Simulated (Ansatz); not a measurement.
## Al (Im-3m), γ-surface

All numbers below come from Ansatz 0.2.0, DFT PBEsol, scalar-relativistic, plane waves, PAW. Cutoff 420 eV, Γ-centred 21×13×6 k-points, Gaussian smearing of 0.15 eV. No spin polarisation. Energies are free energies at this smearing, counted from the undisturbed cell; pressure is positive in compression.

The starting cell (relaxed at this level; with this scan's settings it stands at -0.1 GPa; this bcc form isn't the usual structure):

```yaml
crystal:
  lattice:
    - [-1.60644, 1.60644, -1.60644]
    - [-3.21288, -3.21288, 0.00000]
    - [-4.81932, 4.81932, 8.03220]
  atoms:
    - { symbol: Al, position: [0.62500, 0.50000, 0.06250] }
    - { symbol: Al, position: [0.00000, 0.00000, 0.93750] }
    - { symbol: Al, position: [0.87500, 0.50000, 0.31250] }
    - { symbol: Al, position: [0.25000, 0.00000, 0.18750] }
    - { symbol: Al, position: [0.12500, 0.50000, 0.56250] }
    - { symbol: Al, position: [0.50000, 0.00000, 0.43750] }
    - { symbol: Al, position: [0.37500, 0.50000, 0.81250] }
    - { symbol: Al, position: [0.75000, 0.00000, 0.68750] }
```

Vector c is tilted by p·a + q·b with the atoms' Cartesian places fixed: one unrelaxed fault a cell on a (-1 1 2) plane of area 12.64 Å². Points are written (p, q).

Energy above the undisturbed cell in mJ/m² (a dash: not computed):

```
p \ q  0.000  0.167  0.333  0.500  0.667  0.833
0.000      0   1031   6276  11320   6276   1031
0.167     25   1940  11356      –  11356   1940
0.333     85   2444      –      –      –   2444
0.500    115   1974  11207      –  11207   1974
0.667     85   1063   6154  11090   6154   1063
0.833     27    623   3929   7133   3929    623
```

Cost: 20 runs of about 11 core-minutes in all, on AMD EPYC 9R45 (Zen 5) (shared hosts).